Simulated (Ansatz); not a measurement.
**Aluminium, diamond under r²SCAN: structure, energy and stiffness**

What does r²SCAN give for aluminium in the diamond structure? We relax it, solve it on a dense k-mesh, switch on spin-orbit coupling, then scale the cell to 7 volumes from 88 to 112 % of the relaxed one and try a fit of the equation of state. The k-meshes are 10×10×10 for the relaxation; 15×15×15 for the dense run; 9×9×9 for spin-orbit coupling; 10×10×10 for the volumes.

This is Al in the diamond structure; at room conditions it is fcc.

Method: DFT r2SCAN, plane waves (500 eV) with PAW, scalar-relativistic; the PAW data stem from PBE, with regenerated cores, in Ansatz 0.2.0.

## 1. The structure to begin with

It takes space group Fd-3m (No. 227, cubic). The conventional cell has a = 5.639 Å, b = 5.639 Å, c = 5.639 Å, α = 90.00°, β = 90.00°, γ = 90.00°. Al (site symmetry -43m) is surrounded by 4 Al at 2.44 Å.

Coordinates:

```xyz
2
Lattice="0.0000 2.8195 2.8195 2.8195 0.0000 2.8195 2.8195 2.8195 0.0000" Properties=species:S:1:pos:R:3 pbc="T T T"
Al    0.7049    0.7049    0.7049
Al    4.9341    4.9341    4.9341
```

## 2. Relaxing cell and atoms

input.yaml

```yaml
crystal:
  lattice:
    - [0.0, 2.8194727963, 2.8194727963]
    - [2.8194727963, 0.0, 2.8194727963]
    - [2.8194727963, 2.8194727963, 0.0]
  atoms:
    - { symbol: Al, position: [0.125, 0.125, 0.125] }
    - { symbol: Al, position: [0.875, 0.875, 0.875] }
hamiltonian:
  xc: r2scan
  pseudopotentials:
    kind: paw
    azcp:
      Al: "pseudopotentials/Al.paw.azcp"
basis:
  ecutwfc: 500
  fft_grid_basis: typed
kpoints:
  mp_grid: { grid: [10, 10, 10], shift: [0, 0, 0] }
magnetization:
  spin_polarized: false
scf:
  occupations: { method: fermi_dirac, width: 0.1 }
relax:
  max_steps: 60
  f_tol: 0.01
  cell: {}
```

Command:

```console
> ansatz run input.yaml --threads 1 --pin off --max-ram 3584MiB --backend cpu --events-out ev --progress --plain --runs-dir out
```

The log of the run:

```text
Engine: ansatz 0.2.0, x86_64-unknown-linux-gnu
Pseudopotentials: kind: paw
Pseudopotential: Al, paw, valence charge 3, recommended cutoff 500 eV (meta_gga), <dir>
Functional definition: r2SCAN
  parameter k0 = 0.174
  parameter k1 = 0.065
  parameter a1 = 4.9479
  exchange = r2scan_x(k0 = k0, k1 = k1, a1 = a1)
  correlation = r2scan_c
Crystal: 2 atoms, lattice volume = 44.826 Å³
Basis set: ecut = 500 eV, 1139 PW (Γ), exchange–correlation on 120×120×120 points (64 copies of the dense FFT grid, shifted against one another)
Bands: 7, of which v1, the nominal top of the filled ones, is band 3 counted from 1 (2 counted from 0)
Symmetry: 48 space group operations
Space group: Fd-3m (ITA 227), of the structure as read, at distance tolerance 3.6e-5 Å
k-points: 47 of 1000
Non-local potential: Al, projectors of the file, l = 0: 2, l = 1: 2, l = 2: 1
PAW form: soft (Blöchl's): semilocal exchange-correlation on the pseudo side does not see the compensation charge
PAW frozen core: Al, regenerated for the run's functional (the file was generated under x = pbe(κ = 0.804, μ = 0.2195149727645171), c = pbe(β = 0.06672455060314922))
PAW one-centre angular grid: Al, 302 points (default); XC on 160 Gauss nodes
Initial density: superposition of atomic densities (neutral atoms: chi_scale 0, normalization atom), corrected by the library's trained network
Initial wavefunctions: pseudopotential atomic-orbital guess
Functional: x = r2scan, c = r2scan; τ floored in thin density (d = 2e-4 eV/Å³)
SCF iter   1: F=—  HF=-1078.894558 eV  |F-HF|=—  |Δ(HF+E_count)|=         —  Δρ=1.54e-3  dr2=1.80e-3  dr2_τ=7.69e-3  ethr=1.77e-3  ⟨swp⟩=5.7  Hψ=3045  notcnv=0
preconditioner: auto → none  [metal: Δε(μ)=0.129 eV  Ē_g=8.087 eV  σ=0.100 eV  W_gap=0.31  n_scr=8 (ndim 8)  ℏωp=13.6 eV  f_vac=0.000  D(μ)=1.06/eV (n_scr^D=8)  sad-step TF]
SCF iter   2: F=—  HF=-1078.906995 eV  |F-HF|=—  |Δ(HF+E_count)|=   1.24e-2  Δρ=1.16e-3  dr2=8.50e-4  dr2_τ=5.98e-6  ethr=3.00e-5  ⟨swp⟩=2.0  Hψ=1032  notcnv=0
SCF iter   3: F=—  HF=-1078.906948 eV  |F-HF|=—  |Δ(HF+E_count)|=   4.69e-5  Δρ=1.89e-4  dr2=1.15e-5  dr2_τ=5.35e-7  ethr=1.42e-5  ⟨swp⟩=2.3  Hψ=472  notcnv=0
SCF iter   4: F=—  HF=-1078.906999 eV  |F-HF|=—  |Δ(HF+E_count)|=   5.07e-5  Δρ=6.39e-5  dr2=1.49e-6  dr2_τ=2.70e-8  ethr=1.92e-7  ⟨swp⟩=2.1  Hψ=466  notcnv=0
iter 5 did not close the SCF: its close was put off for the readings that it lacked (scf_convergence_deferred on its scf_iter line)
SCF iter   5: F=-1078.907003 eV  HF=-1078.907003 eV  |F-HF|=1.16e-8  |Δ(HF+E_count)|=   4.18e-6  Δρ=5.71e-6  dr2=1.13e-8  dr2_τ=1.03e-10  ethr=2.48e-8  ⟨swp⟩=2.0  Hψ=467  notcnv=0
SCF iter   6: F=-1078.907003 eV  HF=-1078.907003 eV  |F-HF|=2.14e-11  |Δ(HF+E_count)|=   1.46e-8  Δρ=7.33e-7  dr2=5.12e-10  dr2_τ=1.70e-12  ethr=1.89e-10  ⟨swp⟩=2.1  Hψ=1082  notcnv=0
SCF 1 converged in 6 iterations: F = -1078.907003 eV  dr2 = 5.12e-10
relax step   1: F+E_penalty+E_count = -1078.90700335 eV  Δ(F+E_penalty+E_count) = +0.000e0 eV  max|allowed force component| = 9.252e-18 eV/Å  Δτ_max = 0.0000 Å  P = +12.037 GPa  Ω = 44.826 Å³  (6 SCF iters, dr2 threshold 1.00e-7 eV, accepted)
Crystal: 2 atoms, lattice volume = 51.288 Å³
Basis set: ecut = 500 eV, 1291 PW (Γ), exchange–correlation on 120×120×120 points (64 copies of the dense FFT grid, shifted against one another)
Initial density: handed on by an earlier stage of this run
Initial wavefunctions: those handed on with the density
iter 1 solved again at ethr=4.92e-5 eV; its pass at ethr=3.10e-3 eV (dr2=2.95e-3 eV) is discarded
SCF iter   1: F=—  HF=-1079.158108 eV  |F-HF|=—  |Δ(HF+E_count)|=         —  Δρ=2.22e-3  dr2=2.78e-3  dr2_τ=1.54e-3  ethr=4.92e-5  ⟨swp⟩=1.0  Hψ=3563  notcnv=0
preconditioner: auto → none  [metal: Δε(μ)=0.152 eV  Ē_g=7.558 eV  σ=0.100 eV  W_gap=0.36  n_scr=8 (ndim 8)  ℏωp=12.7 eV  f_vac=0.000  D(μ)=1.27/eV (n_scr^D=8)]
SCF iter   2: F=—  HF=-1079.192338 eV  |F-HF|=—  |Δ(HF+E_count)|=   3.42e-2  Δρ=1.51e-3  dr2=1.54e-3  dr2_τ=8.22e-6  ethr=4.63e-5  ⟨swp⟩=2.0  Hψ=658  notcnv=0
SCF iter   3: F=—  HF=-1079.192434 eV  |F-HF|=—  |Δ(HF+E_count)|=   9.61e-5  Δρ=6.08e-4  dr2=3.69e-4  dr2_τ=1.17e-6  ethr=2.57e-5  ⟨swp⟩=2.2  Hψ=466  notcnv=0
SCF iter   4: F=—  HF=-1079.192407 eV  |F-HF|=—  |Δ(HF+E_count)|=   2.75e-5  Δρ=2.01e-4  dr2=4.05e-5  dr2_τ=7.26e-8  ethr=6.15e-6  ⟨swp⟩=1.0  Hψ=329  notcnv=0
SCF iter   5: F=—  HF=-1079.192404 eV  |F-HF|=—  |Δ(HF+E_count)|=   2.39e-6  Δρ=4.00e-6  dr2=5.29e-9  dr2_τ=5.56e-10  ethr=3.33e-9  ⟨swp⟩=3.6  Hψ=1248  notcnv=0
SCF iter   6: F=-1079.192404 eV  HF=-1079.192404 eV  |F-HF|=1.27e-9  |Δ(HF+E_count)|=   1.67e-8  Δρ=2.35e-6  dr2=3.11e-9  dr2_τ=1.27e-11  ethr=8.82e-11  ⟨swp⟩=1.6  Hψ=991  notcnv=0
SCF 2 converged in 6 iterations: F = -1079.192404 eV  dr2 = 3.11e-9
relax step   2: F+E_penalty+E_count = -1079.19240443 eV  Δ(F+E_penalty+E_count) = -2.854e-1 eV  max|allowed force component| = 1.018e-16 eV/Å  Δτ_max = 0.0000 Å  P = +3.019 GPa  Ω = 51.288 Å³  energy of the carried Pulay correction = -1.723e-4 eV  (6 SCF iters, dr2 threshold 2.00e-7 eV, accepted)
Crystal: 2 atoms, lattice volume = 53.884 Å³
Basis set: ecut = 500 eV, 1363 PW (Γ), exchange–correlation on 120×120×120 points (64 copies of the dense FFT grid, shifted against one another)
iter 1 solved again at ethr=5.66e-6 eV; its pass at ethr=3.10e-3 eV (dr2=3.40e-4 eV) is discarded
SCF iter   1: F=—  HF=-1079.217019 eV  |F-HF|=—  |Δ(HF+E_count)|=         —  Δρ=7.27e-4  dr2=3.28e-4  dr2_τ=1.64e-4  ethr=5.66e-6  ⟨swp⟩=1.4  Hψ=3247  notcnv=0
preconditioner: auto → none  [metal: Δε(μ)=0.155 eV  Ē_g=7.405 eV  σ=0.100 eV  W_gap=0.36  n_scr=8 (ndim 8)  ℏωp=12.4 eV  f_vac=0.000  D(μ)=1.35/eV (n_scr^D=14)]
SCF iter   2: F=—  HF=-1079.221411 eV  |F-HF|=—  |Δ(HF+E_count)|=   4.39e-3  Δρ=4.98e-4  dr2=1.84e-4  dr2_τ=8.56e-7  ethr=5.46e-6  ⟨swp⟩=2.0  Hψ=495  notcnv=0
SCF iter   3: F=—  HF=-1079.221421 eV  |F-HF|=—  |Δ(HF+E_count)|=   9.49e-6  Δρ=2.03e-4  dr2=4.53e-5  dr2_τ=1.38e-7  ethr=3.07e-6  ⟨swp⟩=2.1  Hψ=466  notcnv=0
SCF iter   4: F=—  HF=-1079.221424 eV  |F-HF|=—  |Δ(HF+E_count)|=   2.76e-6  Δρ=6.55e-5  dr2=4.96e-6  dr2_τ=7.99e-9  ethr=7.56e-7  ⟨swp⟩=1.7  Hψ=401  notcnv=0
SCF iter   5: F=-1079.221424 eV  HF=-1079.221424 eV  |F-HF|=9.15e-10  |Δ(HF+E_count)|=   2.68e-7  Δρ=1.86e-6  dr2=4.05e-9  dr2_τ=2.51e-11  ethr=3.33e-9  ⟨swp⟩=3.0  Hψ=1178  notcnv=0
SCF 3 converged in 5 iterations: F = -1079.221424 eV  dr2 = 4.05e-9
relax step   3: F+E_penalty+E_count = -1079.22142381 eV  Δ(F+E_penalty+E_count) = -2.902e-2 eV  max|allowed force component| = 1.180e-16 eV/Å  Δτ_max = 0.0000 Å  P = +0.665 GPa  Ω = 53.884 Å³  energy of the carried Pulay correction = -2.317e-4 eV  (5 SCF iters, dr2 threshold 2.00e-7 eV, accepted)
Crystal: 2 atoms, lattice volume = 54.665 Å³
Basis set: ecut = 500 eV, 1411 PW (Γ), exchange–correlation on 120×120×120 points (64 copies of the dense FFT grid, shifted against one another)
iter 1 solved again at ethr=4.55e-7 eV; its pass at ethr=3.10e-3 eV (dr2=2.73e-5 eV) is discarded
SCF iter   1: F=—  HF=-1079.222796 eV  |F-HF|=—  |Δ(HF+E_count)|=         —  Δρ=2.04e-4  dr2=2.59e-5  dr2_τ=1.28e-5  ethr=4.55e-7  ⟨swp⟩=2.0  Hψ=3079  notcnv=0
preconditioner: auto → none  [metal: Δε(μ)=0.154 eV  Ē_g=7.363 eV  σ=0.100 eV  W_gap=0.36  n_scr=8 (ndim 8)  ℏωp=12.3 eV  f_vac=0.000  D(μ)=1.37/eV (n_scr^D=14)]
SCF iter   2: F=—  HF=-1079.223157 eV  |F-HF|=—  |Δ(HF+E_count)|=   3.61e-4  Δρ=1.39e-4  dr2=1.45e-5  dr2_τ=6.63e-8  ethr=4.31e-7  ⟨swp⟩=2.0  Hψ=471  notcnv=0
SCF iter   3: F=—  HF=-1079.223158 eV  |F-HF|=—  |Δ(HF+E_count)|=   8.08e-7  Δρ=5.46e-5  dr2=3.39e-6  dr2_τ=1.06e-8  ethr=2.41e-7  ⟨swp⟩=2.0  Hψ=465  notcnv=0
SCF iter   4: F=—  HF=-1079.223159 eV  |F-HF|=—  |Δ(HF+E_count)|=   4.26e-7  Δρ=1.73e-5  dr2=3.64e-7  dr2_τ=5.85e-10  ethr=5.64e-8  ⟨swp⟩=1.9  Hψ=422  notcnv=0
SCF iter   5: F=-1079.223159 eV  HF=-1079.223159 eV  |F-HF|=1.10e-10  |Δ(HF+E_count)|=   4.16e-8  Δρ=6.01e-7  dr2=4.38e-10  dr2_τ=1.82e-12  ethr=3.33e-9  ⟨swp⟩=4.2  Hψ=898  notcnv=0
SCF 4 converged in 5 iterations: F = -1079.223159 eV  dr2 = 4.38e-10
relax step   4: F+E_penalty+E_count = -1079.22315876 eV  Δ(F+E_penalty+E_count) = -1.735e-3 eV  max|allowed force component| = 1.561e-16 eV/Å  Δτ_max = 0.0000 Å  P = +0.061 GPa  Ω = 54.665 Å³  energy of the carried Pulay correction = -2.487e-4 eV  (5 SCF iters, dr2 threshold 2.00e-7 eV, accepted)
Crystal: 2 atoms, lattice volume = 54.745 Å³
iter 1 solved again at ethr=4.38e-9 eV; its pass at ethr=3.10e-3 eV (dr2=2.63e-7 eV) is discarded
SCF iter   1: F=—  HF=-1079.223169 eV  |F-HF|=—  |Δ(HF+E_count)|=         —  Δρ=2.03e-5  dr2=2.51e-7  dr2_τ=1.28e-7  ethr=4.38e-9  ⟨swp⟩=2.0  Hψ=3077  notcnv=0
preconditioner: auto → none  [metal: Δε(μ)=0.154 eV  Ē_g=7.360 eV  σ=0.100 eV  W_gap=0.36  n_scr=8 (ndim 8)  ℏωp=12.3 eV  f_vac=0.000  D(μ)=1.37/eV (n_scr^D=14)]
SCF iter   2: F=—  HF=-1079.223173 eV  |F-HF|=—  |Δ(HF+E_count)|=   3.64e-6  Δρ=1.38e-5  dr2=1.41e-7  dr2_τ=6.61e-10  ethr=4.19e-9  ⟨swp⟩=2.1  Hψ=475  notcnv=0
SCF iter   3: F=—  HF=-1079.223173 eV  |F-HF|=—  |Δ(HF+E_count)|=   7.65e-9  Δρ=5.30e-6  dr2=3.20e-8  dr2_τ=1.02e-10  ethr=2.35e-9  ⟨swp⟩=2.0  Hψ=465  notcnv=0
SCF iter   4: F=-1079.223173 eV  HF=-1079.223173 eV  |F-HF|=2.15e-10  |Δ(HF+E_count)|=   4.87e-9  Δρ=1.65e-6  dr2=3.37e-9  dr2_τ=5.49e-12  ethr=1.54e-10  ⟨swp⟩=2.8  Hψ=1090  notcnv=0
SCF 5 converged in 4 iterations: F = -1079.223173 eV  dr2 = 3.37e-9
relax step   5: F+E_penalty+E_count = -1079.22317253 eV  Δ(F+E_penalty+E_count) = -1.377e-5 eV  max|allowed force component| = 1.353e-16 eV/Å  Δτ_max = 0.0000 Å  P = +0.002 GPa  Ω = 54.745 Å³  energy of the carried Pulay correction = -2.504e-4 eV  (4 SCF iters, dr2 threshold 9.23e-9 eV, accepted)
Basis set: ecut = 500 eV, 1411 PW (Γ), exchange–correlation on 128×128×128 points (64 copies of the dense FFT grid, shifted against one another)
Initial wavefunctions: pseudopotential atomic-orbital guess (no wavefunctions were taken with the density)
iter 1 solved again at ethr=2.09e-8 eV; its pass at ethr=3.10e-3 eV (dr2=1.25e-6 eV) is discarded
SCF iter   1: F=—  HF=-1079.223315 eV  |F-HF|=—  |Δ(HF+E_count)|=         —  Δρ=2.19e-5  dr2=1.19e-8  dr2_τ=1.14e-8  ethr=2.09e-8  ⟨swp⟩=3.1  Hψ=4042  notcnv=0
SCF iter   2: F=—  HF=-1079.223318 eV  |F-HF|=—  |Δ(HF+E_count)|=   2.72e-6  Δρ=1.10e-5  dr2=3.15e-9  dr2_τ=1.32e-8  ethr=1.98e-10  ⟨swp⟩=2.0  Hψ=489  notcnv=0
SCF iter   3: F=—  HF=-1079.223319 eV  |F-HF|=—  |Δ(HF+E_count)|=   7.35e-7  Δρ=4.02e-7  dr2=1.02e-10  dr2_τ=6.95e-12  ethr=5.25e-11  ⟨swp⟩=2.0  Hψ=489  notcnv=0
SCF iter   4: F=—  HF=-1079.223319 eV  |F-HF|=—  |Δ(HF+E_count)|=  8.69e-10  Δρ=1.98e-7  dr2=2.02e-11  dr2_τ=9.59e-13  ethr=1.00e-12  ⟨swp⟩=5.5  Hψ=1081  notcnv=0
SCF iter   5: F=-1079.223319 eV  HF=-1079.223319 eV  |F-HF|=2.27e-13  |Δ(HF+E_count)|=  2.06e-10  Δρ=5.76e-9  dr2=8.95e-15  dr2_τ=7.98e-16  ethr=1.00e-12  ⟨swp⟩=5.4  Hψ=1076  notcnv=0
SCF 6 converged in 5 iterations: F = -1079.223319 eV  dr2 = 8.95e-15
relax step   6: F+E_penalty+E_count = -1079.22331851 eV  Δ(F+E_penalty+E_count) = -1.460e-4 eV  max|allowed force component| = 1.087e-16 eV/Å  Δτ_max = 0.0000 Å  P = +0.005 GPa  Ω = 54.745 Å³  stress off target by 5.08e-3 GPa  SCF on the basis re-selected at this cell (its energy is not comparable with the rows above)  (5 SCF iters)
basis re-selected at this cell: Δ(F+E_penalty+E_count) = -1.460e-4 eV, ΔP = +0.004 GPa vs the last step (what re-selecting the basis moved, of the pressure what is left beyond the Pulay correction that the steps carried, after the strain that the cell walked since its last selection, with what the two solves' SCF thresholds leave and, on support functions, any second-order correction that the steps lacked; it is no measure of the basis error at this ecutwfc). The dense FFT grid was sized anew with the basis: this SCF ran on 32×32×32 points, the steps before it on 30×30×30, so part of this shift can come from that change (see relax.cell in the input reference). This SCF's stress stands 5.08e-3 GPa from its target on what of the cell is left free (relax.cell.stress_tol is 5.00e-2 GPa) and its largest allowed force component is 1.09e-16 eV/Å (relax.f_tol is 1.00e-2 eV/Å): within both
SCF converged after 5 iterations
Free energy (F): -1079.223319 eV
Harris-Foulkes:  -1079.223319 eV  (|F-HF|=2.27e-13)
Internal energy: -1079.177572 eV  (E = F + TS)
E sigma→0 (E₀):  -1079.200445 eV
Entropy (-TS):   -0.045746 eV (-22.873 meV/atom)
Fermi energy:    2.747612 eV
--- Per-component energies (eV) ---
  E_band       = -3.265006
  E_kinetic    = 40.274078
  E_local      = -14.114250  (includes V_loc(G=0)·N_el)
  E_nonlocal   = 21.258114
  E_hartree    = 5.400760
  E_xc         = -69.620677
  E_vxc        = -56.605373  (∫ρ·V_xc dr)
  E_paw        = -946.433698  (= ΣΔE_a)
  E_vpaw       = -7.060224  (= ΣTr[D̂ρ^β])
  E_aug_tail   = -0.000001  (compensation charges beyond the density's cutoff)
  E_vtau       = 2.181130  (kinetic-family band-sum trace: ∫τ·v_τ [+ j·A + Jᵃ·Aᵃ] dr)
  E_ewald      = -115.821683
  E_core_change = -0.120216  (= ΣΔE_core)
  E_smearing   = -0.045746  (= −TS)
  E_closure    = -0.000000  (closes the sum)
  Σ components = -1079.223319   (vs F -1079.223319, Δ=0.00e0)
--- Forces (eV/Å), atoms counted from 1 ---
  atom   1  Al     0.00000000     0.00000000     0.00000000
  atom   2  Al    -0.00000000    -0.00000000    -0.00000000
  max |Σ_I F_I| component: 5.55e-17 eV/Å
--- Stress (GPa, compression-positive) ---
        0.005076       0.000000       0.000000
        0.000000       0.005076       0.000000
        0.000000       0.000000       0.005076
  P = ⅓ Tr σ = 0.0051 GPa (0.051 kbar)
--- Relaxed structure (5 steps of the walk, 5 accepted, 1 SCFs on fresh bases) ---
  F+E_penalty+E_count = -1079.22331851 eV   max|allowed force component| = 1.087e-16 eV/Å   (the final SCF, on the basis selected at the relaxed cell)
  cell:  # Å, volume = 54.7451 Å³
    - [1.933056779377766e-33, 3.01373552509468, 3.01373552509468]
    - [3.01373552509468, 4.569911648023219e-34, 3.01373552509468]
    - [3.01373552509468, 3.01373552509468, 9.665283824898822e-34]
  atoms:
    - { symbol: Al, position: [0.12500000000000003, 0.12500000000000003, 0.12500000000000003] }
    - { symbol: Al, position: [0.8750000000000001, 0.8750000000000001, 0.8750000000000001] }
```

Run time: 22 s. Hardware: 1 thread of Intel Xeon Platinum 8259CL at 2.50GHz (Skylake/Cascade Lake), shared host; peak memory 0.64 GiB.

The steps of the relaxation:

```
step  energy change (meV/atom)  largest force (eV/Å)  pressure (GPa)  volume (Å³/atom)
   1                      0.00                0.0000           12.04            22.413
   2                   -142.70                0.0000            3.02            25.644
   3                   -157.21                0.0000            0.66            26.942
   4                   -158.08                0.0000            0.06            27.333
   5                   -158.08                0.0000            0.00            27.373
   6                   -158.16                0.0000            0.01            27.373
```

Steps that repeat a cell are solved on a basis chosen anew, so their changes of energy are no gain of the relaxation.

Changes in the cell that was computed:

|  | before | after | change |
| --- | --- | --- | --- |
| a (Å) | 3.987 | 4.262 | +6.9 % |
| b (Å) | 3.987 | 4.262 | +6.9 % |
| c (Å) | 3.987 | 4.262 | +6.9 % |
| volume (Å³/atom) | 22.413 | 27.373 | +22.1 % |
| shortest distance (Å) | 2.442 | 2.610 | +6.9 % |
| space group (spins left aside) | Fd-3m | Fd-3m | same |

## 3. Dense single point

input.yaml

```yaml
crystal:
  lattice:
    - [0.0, 3.0137355251, 3.0137355251]
    - [3.0137355251, 0.0, 3.0137355251]
    - [3.0137355251, 3.0137355251, 0.0]
  atoms:
    - { symbol: Al, position: [0.125, 0.125, 0.125] }
    - { symbol: Al, position: [0.875, 0.875, 0.875] }
hamiltonian:
  xc: r2scan
  pseudopotentials:
    kind: paw
    azcp:
      Al: "pseudopotentials/Al.paw.azcp"
basis:
  ecutwfc: 500
  fft_grid_basis: typed
kpoints:
  mp_grid: { grid: [15, 15, 15], shift: [0, 0, 0] }
magnetization:
  spin_polarized: false
scf:
  occupations: { method: fermi_dirac, width: 0.1 }
```

Command:

```console
> ansatz run input.yaml --threads 1 --pin off --max-ram 3584MiB --backend cpu --events-out ev --progress --plain --runs-dir out
```

The log of the run (excerpt; [...] marks lines left out):

```text
[...]
Pseudopotentials: kind: paw
Pseudopotential: Al, paw, valence charge 3, recommended cutoff 500 eV (meta_gga), <dir>
Functional definition: r2SCAN
[...]
Crystal: 2 atoms, lattice volume = 54.745 Å³
Basis set: ecut = 500 eV, 1411 PW (Γ), exchange–correlation on 128×128×128 points (64 copies of the dense FFT grid, shifted against one another)
[...]
SCF iter   1: F=—  HF=-1079.211355 eV  |F-HF|=—  |Δ(HF+E_count)|=         —  Δρ=1.83e-3  dr2=2.37e-3  dr2_τ=4.35e-3  ethr=1.77e-3  ⟨swp⟩=5.6  Hψ=7743  notcnv=0
[...]
SCF iter   6: F=-1079.219977 eV  HF=-1079.219977 eV  |F-HF|=5.21e-11  |Δ(HF+E_count)|=   9.98e-9  Δρ=2.53e-7  dr2=3.88e-11  dr2_τ=2.87e-13  ethr=7.99e-11  ⟨swp⟩=1.0  Hψ=2445  notcnv=0
[...]
SCF converged after 6 iterations
Free energy (F): -1079.219977 eV
[...]
E sigma→0 (E₀):  -1079.195687 eV
Entropy (-TS):   -0.048581 eV (-24.291 meV/atom)
Fermi energy:    2.748642 eV
[...]
```

Run time: 8.6 s. Hardware: 1 thread of Intel Xeon Platinum 8259CL at 2.50GHz (Skylake/Cascade Lake), shared host; peak memory 0.63 GiB.

(Part 1 of 2 ends here.)
